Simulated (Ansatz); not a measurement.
# FeO (Wuestite) (Fm-3m) in Ansatz: further runs

Aim: see how the results for FeO (Wuestite) move with the level of theory and the settings. Levels: PBE+D3(BJ), PBE+D4. Tasks: relaxation of cell and atoms.

Program: Ansatz 0.2.0. These are calculated values, not measurements. Logs are shortened: lines on timing, memory, paths and dates and some standing lists are left out, and cuts for length are marked.

**1. The crystal as given**

Symmetry: Fm-3m, No. 225, cubic system. Conventional cell: a = 4.311 Å, b = 4.311 Å, c = 4.311 Å, α = 90.00°, β = 90.00°, γ = 90.00°. Around Fe (site symmetry m-3m) lie 6 O at 2.16 Å. O (site symmetry m-3m) is surrounded by 6 Fe at 2.16 Å.

**2. Relaxation of cell and atoms, PBE+D3(BJ), collinear spin, ferromagnetic start**

input.yaml

```yaml
crystal:
  lattice:
    - [0.0, 2.1554, 2.1554]
    - [2.1554, 0.0, 2.1554]
    - [2.1554, 2.1554, 0.0]
  atoms:
    - { symbol: Fe, position: [0.0, 0.0, 0.0], spin: 3.0 }
    - { symbol: O, position: [0.5, 0.5, 0.5] }
hamiltonian:
  xc: pbe
  pseudopotentials: { kind: paw }
  dispersion: d3bj
magnetization:
  spin_polarized: true
kpoints:
  mp_grid: { grid: [8, 8, 8] }
scf:
  occupations: { method: fermi_dirac, width: 0.05 }
output:
  forces: true
  stress: true
  eigenvalues: true
relax:
  f_tol: 0.01
  max_steps: 40
  cell: { stress_tol: 0.05 }
```

Potentials or basis: Ansatz PAW.

Launch:

```console
$ ansatz run input.yaml --threads 2 --pin off --max-ram 5632MiB --backend cpu --events-out ev --progress --plain --runs-dir out
```

What it wrote:

```text
Warning: RAYON_NUM_THREADS=2 ignored (pool sized by the plan → 2); use --threads N
Engine: ansatz 0.2.0, aarch64-unknown-linux-gnu
Pseudopotentials: kind: paw
Pseudopotential: Fe, paw, valence charge 16, recommended cutoff 420 eV (normal), Fe.paw.azcp
Pseudopotential: O, paw, valence charge 6, recommended cutoff 420 eV (normal), O.paw.azcp
Functional definition: PBE
  parameter kappa = 0.804
  parameter beta = 0.06672455060314922
  exchange = pbe_x(kappa = kappa, mu = beta*pi^2/3)
  correlation = pbe_c(beta = beta)
Crystal: 2 atoms, lattice volume = 20.027 Å³
Basis set: ecut = 420 eV, 387 PW (Γ), exchange–correlation on 48×48×48 points (8 copies of the dense FFT grid, shifted against one another)
Bands: 17, of which v1, the nominal top of the filled ones, is band 11 counted from 1 (10 counted from 0)
Symmetry: 48 space group operations
Space group: Fm-3m (ITA 225), of the structure as read, at distance tolerance 2.7e-5 Å
Magnetic group: BNS 225.116 (UNI 1618), of the structure as read, at distance tolerance 2.7e-5 Å
k-points: 29 of 512
Non-local potential: Fe, projectors of the file, l = 0: 3, l = 1: 2, l = 2: 3, l = 3: 1
Non-local potential: O, projectors of the file, l = 0: 2, l = 1: 2, l = 2: 1
PAW form: soft (Blöchl's): semilocal exchange-correlation on the pseudo side does not see the compensation charge
PAW one-centre angular grid: Fe, 590 points (default); XC on 64 Gauss nodes
PAW one-centre angular grid: O, 110 points (default); XC on 64 Gauss nodes
Initial density: superposition of atomic densities (chi_scale 0.1, normalization cell, long waves kept (reshape's long-wave potential 0.00 eV rms))
Starting moments: Σ|m| = 3 μB on 1 of 2 sites
Initial wavefunctions: pseudopotential atomic-orbital guess
Functional: x = pbe(κ = 0.804, μ = 0.2195149727645171), c = pbe(β = 0.06672455060314922)
SCF iter   1: F=—  HF=-5046.965391 eV  |F-HF|=—  |Δ(HF+E_count)|=         —  Δρ=1.22e-1 (↑1.22e-1 ↓6.37e-2)  dr2=4.13e0  dr2_m=5.75e-1  M=3.410 μB ∫|m|=3.410 μB  β_m=0.30  ethr=3.10e-3  ⟨swp⟩=4.2  Hψ=4096  notcnv=0
Mixer restart at iter 1: flushing history
preconditioner: auto → none  [metal: Δε(μ)=0.016 eV  Ē_g=12.912 eV  σ=0.050 eV  W_gap=0.08  n_scr=8 (ndim 8)  ℏωp=31.0 eV  f_vac=0.000  D(μ)=3.38/eV (n_scr^D=58)  sad-step TF]
SCF iter   2: F=—  HF=-5047.082493 eV  |F-HF|=—  |Δ(HF+E_count)|=   1.17e-1  Δρ=7.32e-2 (↑7.32e-2 ↓4.30e-2)  dr2=6.25e-1  dr2_m=4.92e-1  M=3.611 μB ∫|m|=3.611 μB  β_m=0.43  ethr=3.10e-3  ⟨swp⟩=2.9  Hψ=2350  notcnv=0  defer=17
SCF iter   3: F=—  HF=-5047.377797 eV  |F-HF|=—  |Δ(HF+E_count)|=   2.95e-1  Δρ=3.88e-2 (↑3.88e-2 ↓3.23e-2)  dr2=1.16e-1  dr2_m=2.04e-1  M=3.805 μB ∫|m|=3.806 μB  β_m=0.62  ethr=2.84e-3  ⟨swp⟩=2.1  Hψ=1706  notcnv=0  defer=21
SCF iter   4: F=—  HF=-5047.517102 eV  |F-HF|=—  |Δ(HF+E_count)|=         —  Δρ=1.05e-2 (↑1.05e-2 ↓9.83e-3)  dr2=4.58e-2  dr2_m=4.67e-3  M=4.000 μB ∫|m|=4.010 μB  β_m=0.62  ethr=5.26e-4  ⟨swp⟩=2.6  Hψ=1736  notcnv=0  defer=21
Mixer restart at iter 4: flushing history
[... 69 lines left out ...]
SCF 6 converged in 6 iterations: F = -5047.523332 eV  dr2 = 1.00e-11
relax step   6: F+E_penalty+E_count = -5047.52333216 eV  Δ(F+E_penalty+E_count) = +3.855e-5 eV  max|allowed force component| = 7.330e-30 eV/Å  Δτ_max = 0.0000 Å  P = -0.000 GPa  Ω = 19.657 Å³  stress off target by 2.00e-4 GPa  SCF on the basis re-selected at this cell (its energy is not comparable with the rows above)  (6 SCF iters)
basis re-selected at this cell: Δ(F+E_penalty+E_count) = +3.855e-5 eV, ΔP = -0.001 GPa vs the last step (what re-selecting the basis moved, of the pressure what is left beyond the Pulay correction that the steps carried, after the strain that the cell walked since its last selection, with what the two solves' SCF thresholds leave and, on support functions, any second-order correction that the steps lacked; it is no measure of the basis error at this ecutwfc). This SCF's stress stands 2.00e-4 GPa from its target on what of the cell is left free (relax.cell.stress_tol is 5.00e-2 GPa) and its largest allowed force component is 7.33e-30 eV/Å (relax.f_tol is 1.00e-2 eV/Å): within both
SCF converged after 6 iterations
Magnetization: 4.0004 μB (13.0002 up, 8.9998 down)
Absolute magnetization: 4.0116 μB (∫|ρ↑−ρ↓|, with the PAW one-centre terms)
Spin contamination: 0.0108 ħ² per cell (⟨S²⟩ above its minimum at these occupations)
Per-site moments (μB) at R_I (Å): [(3.4402241387442865, 0.8835943626894459), (0.3247963156640689, 0.8835943626894459)]
Free energy (F): -5047.523332 eV
Harris-Foulkes:  -5047.523332 eV  (|F-HF|=1.00e-11)
Internal energy: -5047.510349 eV  (E = F + TS)
E sigma→0 (E₀):  -5047.516840 eV
Entropy (-TS):   -0.012983 eV (-6.492 meV/atom)
Fermi energy:    14.995704 eV
--- Per-component energies (eV) ---
  E_band       = -259.611625
  E_kinetic    = 515.935713
  E_local      = -2574.482805  (includes V_loc(G=0)·N_el)
  E_nonlocal   = 279.479863
  E_hartree    = 1051.190047
  E_xc         = -188.164807
  E_vxc        = -241.324177  (∫ρ·V_xc dr)
  E_paw        = -1529.491874  (= ΣΔE_a)
  E_vpaw       = -341.603415  (= ΣTr[D̂ρ^β])
  E_aug_tail   = 0.003197  (compensation charges beyond the density's cutoff)
  E_ewald      = -2601.573793
  E_disp       = -0.405889  (pairwise vdW)
  E_smearing   = -0.012983  (= −TS)
  E_closure    = 0.000000  (closes the sum)
  Σ components = -5047.523332   (vs F -5047.523332, Δ=0.00e0)
--- Forces (eV/Å), atoms counted from 1 ---
  atom   1  Fe    -0.00000000     0.00000000     0.00000000
  atom   2  O      0.00000000    -0.00000000     0.00000000
  max |Σ_I F_I| component: 1.27e-29 eV/Å
--- Stress (GPa, compression-positive) ---
       -0.000200      -0.000000      -0.000000
       -0.000000      -0.000200      -0.000000
       -0.000000      -0.000000      -0.000200
  P = ⅓ Tr σ = -0.0002 GPa (-0.002 kbar)
--- Band table (eV; the first three rows and the last of 58) ---
  k-point 0 ↑: bands = ["-74.9068", "-40.9388", "-40.9388", "-40.9388", "-5.9709", "11.0355", "11.0355", "11.0355", "11.0908", "11.0908", "11.0908", "11.3055", "11.3055", "15.0868", "30.2474", "32.0801", "32.0801"]
  k-point 1 ↑: bands = ["-74.9059", "-40.9472", "-40.9398", "-40.9398", "-5.8119", "9.6822", "9.9722", "9.9722", "11.2280", "11.2280", "11.5476", "12.4197", "12.4197", "16.0864", "28.2240", "31.5450", "31.5450"]
  k-point 2 ↑: bands = ["-74.9038", "-40.9676", "-40.9425", "-40.9425", "-5.4020", "7.9198", "9.0244", "9.0244", "11.5119", "11.5119", "11.8872", "13.5569", "13.5569", "17.7657", "25.5942", "29.7937", "29.7937"]
  k-point 28 ↓: bands = ["-70.7362", "-36.9130", "-36.9130", "-36.8945", "-4.0795", "8.7021", "8.7021", "9.2807", "14.9362", "14.9362", "15.7684", "16.1108", "16.8672", "23.8706", "24.8331", "24.8331", "27.8545"]
--- Relaxed structure (4 steps of the walk, 4 accepted, 2 SCFs on fresh bases) ---
  F+E_penalty+E_count = -5047.52333216 eV   max|allowed force component| = 7.330e-30 eV/Å   (the final SCF, on the basis selected at the relaxed cell)
  cell:  # Å, volume = 19.6570 Å³
    - [-8.07298006461895e-34, 2.142046939853202, 2.142046939853202]
    - [2.142046939853202, -7.06982869564263e-34, 2.142046939853202]
    - [2.142046939853202, 2.142046939853202, -1.042958962983316e-33]
  atoms:
    - { symbol: Fe, position: [7.446142805614911e-35, -6.887682095193613e-35, -3.5369178326658796e-35] }
    - { symbol: O, position: [0.5, 0.5, 0.5] }
```

Run time: 5.6 s. Hardware: 2 threads of Arm Neoverse V2, shared host; peak memory 0.29 GiB.

Results:

| Quantity | Value |
| --- | --- |
| Free energy | -5047.5233 eV |
| Relaxed volume | 9.83 Å³/atom |
| Relaxed cell | a = 3.029 Å, b = 3.029 Å, c = 3.029 Å, α = 60.00°, β = 60.00°, γ = 60.00° |
| Space group after relaxing (to 0.05 Å) | Fm-3m (No. 225) |
| Energy gained by relaxing | 2.0 meV/atom |
| Ionic steps | 6 |
| Pressure after relaxing | 0.0 GPa |
| Band gap on the k mesh | none (metal or under the smearing width) |
| Net moment | 4.00 μB per cell |
| Absolute moment | 4.01 μB per cell |
| Site moments | Fe +3.44; O +0.32 μB |

Step by step:
```
step  energy change (eV)  largest force (eV/Å)  volume (Å³)
   1              0.0000                0.0000        20.03
   2             -0.0043                0.0000        19.80
   3             -0.0054                0.0000        19.66
   4             -0.0041                0.0000        19.66
   5             -0.0041                0.0000        19.66
   6             -0.0040                0.0000        19.66
```

Final structure:
```
Fe O
1.0
     0.00000    2.14205    2.14205
     2.14205    0.00000    2.14205
     2.14205    2.14205    0.00000
Fe O
1 1
Cartesian
  0.0000 0.0000 0.0000
  2.1420 2.1420 2.1420
```

Levels at points of the mesh, in eV from the Fermi level:
Spin up:
| k point | band 10 | band 11 | band 12 | band 13 | band 14 | band 15 | band 16 | band 17 |
| --- | --- | --- | --- | --- | --- | --- | --- | --- |
| (0.00, 0.00, 0.00) | -3.90 | -3.90 | -3.69 | -3.69 | 0.09 | 15.25 | 17.08 | 17.08 |
| (0.00, 0.00, -0.50) | -3.06 | -2.49 | -0.31 | -0.31 | 4.03 | 8.55 | 12.58 | 12.58 |
| (0.00, -0.50, -0.50) | -3.29 | -2.77 | -2.77 | -2.77 | 5.32 | 8.76 | 10.80 | 14.82 |
Spin down:
```
             k point  band 5  band 6  band 7  band 8  band 9  band 10  band 11  band 12  band 13  band 14
  (0.00, 0.00, 0.00)  -20.44   -3.40   -3.40   -3.40   -0.77    -0.77    -0.77     0.20     0.20     0.90
 (0.00, 0.00, -0.50)  -19.18   -8.24   -5.33   -5.33    0.41     0.41     0.61     2.87     2.87     4.52
(0.00, -0.50, -0.50)  -19.19   -7.09   -4.60   -4.60   -2.21     0.77     0.77     0.77     1.21     6.68
```

Caveat: the plane-wave basis is chosen anew once the cell has moved, so the energies of steps on either side of that aren't comparable; the pressure holds a Pulay correction of +0.6 GPa for the finite cutoff; a cell with one magnetic atom can't hold antiferromagnetic order, which such compounds often take; semilocal functionals often make such compounds metallic where correlation or magnetic order opens a gap, which also shifts bond lengths; pairwise dispersion overbinds metals, which lowers pressure and volume. With open d or f shells a metallic result of PBE can be an artefact of self-interaction; +U or a hybrid may open a gap.

**3. Relaxation of cell and atoms, PBE+D4, collinear spin, ferromagnetic start**

Edit input.yaml of step 2 so:

```diff
@@ -11,3 +11,3 @@
   pseudopotentials: { kind: paw }
-  dispersion: d3bj
+  dispersion: d4
 magnetization:
```

Potentials or basis: Ansatz PAW.

Launch:

```console
$ ansatz run input.yaml --threads 2 --pin off --max-ram 5632MiB --backend cpu --events-out ev --progress --plain --runs-dir out
```

It took 21 s on 2 threads of Arm Neoverse V2, shared host; peak memory 0.29 GiB.

It converged, with:

| Quantity | Value |
| --- | --- |
| Free energy | -5047.7988 eV |
| Relaxed volume | 9.84 Å³/atom |
| Relaxed cell | a = 3.030 Å, b = 3.030 Å, c = 3.030 Å, α = 60.00°, β = 60.00°, γ = 60.00° |
| Space group after relaxing (to 0.05 Å) | Fm-3m (No. 225) |
| Energy gained by relaxing | 3.1 meV/atom |
| Ionic steps | 13 |
| Pressure after relaxing | 0.0 GPa |
| Band gap on the k mesh | none (metal or under the smearing width) |
| Net moment | 4.00 μB per cell |
| Absolute moment | 4.01 μB per cell |
| Site moments | Fe +3.44; O +0.32 μB |

Step by step:
| step | energy change (eV) | largest force (eV/Å) | volume (Å³) |
| --- | --- | --- | --- |
| 1 | 0.0000 | 0.0000 | 20.03 |
| 2 | -0.0071 | 0.0000 | 19.73 |
| 3 | -0.0071 | 0.0000 | 19.73 |
| 4 | -0.0072 | 0.0000 | 19.72 |
| 5 | -0.0073 | 0.0000 | 19.71 |
| 6 | -0.0075 | 0.0000 | 19.70 |
| 7 | -0.0076 | 0.0000 | 19.67 |
| 8 | -0.0075 | 0.0000 | 19.69 |
| 9 | -0.0076 | 0.0000 | 19.68 |
| 10 | -0.0076 | 0.0000 | 19.68 |
| 11 | -0.0063 | 0.0000 | 19.68 |
| 12 | -0.0063 | 0.0000 | 19.68 |
| 13 | -0.0063 | 0.0000 | 19.68 |

Final structure:
```xyz
2
Lattice="0.0000 2.1429 2.1429 2.1429 0.0000 2.1429 2.1429 2.1429 0.0000" Properties=species:S:1:pos:R:3 pbc="T T T"
Fe    0.0000    0.0000    0.0000
O     2.1429    2.1429    2.1429
```

Levels at points of the mesh, in eV from the Fermi level:
Spin up:
| k point | band 9 | band 10 | band 11 | band 12 | band 13 | band 14 | band 15 | band 16 | band 17 |
| --- | --- | --- | --- | --- | --- | --- | --- | --- | --- |
| (0.00, 0.00, 0.00) | -3.90 | -3.90 | -3.90 | -3.69 | -3.69 | 0.08 | 15.25 | 17.07 | 17.07 |
| (0.00, 0.00, -0.50) | -3.06 | -3.06 | -2.49 | -0.31 | -0.31 | 4.03 | 8.54 | 12.58 | 12.58 |
| (0.00, -0.50, -0.50) | -4.86 | -3.29 | -2.77 | -2.77 | -2.77 | 5.31 | 8.75 | 10.79 | 14.81 |
Spin down:
```csv
k point,band 5,band 6,band 7,band 8,band 9,band 10,band 11,band 12,band 13,band 14
"(0.00, 0.00, 0.00)",-20.43,-3.40,-3.40,-3.40,-0.77,-0.77,-0.77,0.20,0.20,0.89
"(0.00, 0.00, -0.50)",-19.17,-8.23,-5.32,-5.32,0.41,0.41,0.61,2.86,2.86,4.52
"(0.00, -0.50, -0.50)",-19.18,-7.08,-4.59,-4.59,-2.21,0.77,0.77,0.77,1.21,6.67
```

Caveat: the plane-wave basis is chosen anew once the cell has moved, so the energies of steps on either side of that aren't comparable; the pressure holds a Pulay correction of +0.7 GPa for the finite cutoff; a cell with one magnetic atom can't hold antiferromagnetic order, which such compounds often take; semilocal functionals often make such compounds metallic where correlation or magnetic order opens a gap, which also shifts bond lengths; pairwise dispersion overbinds metals, which lowers pressure and volume.
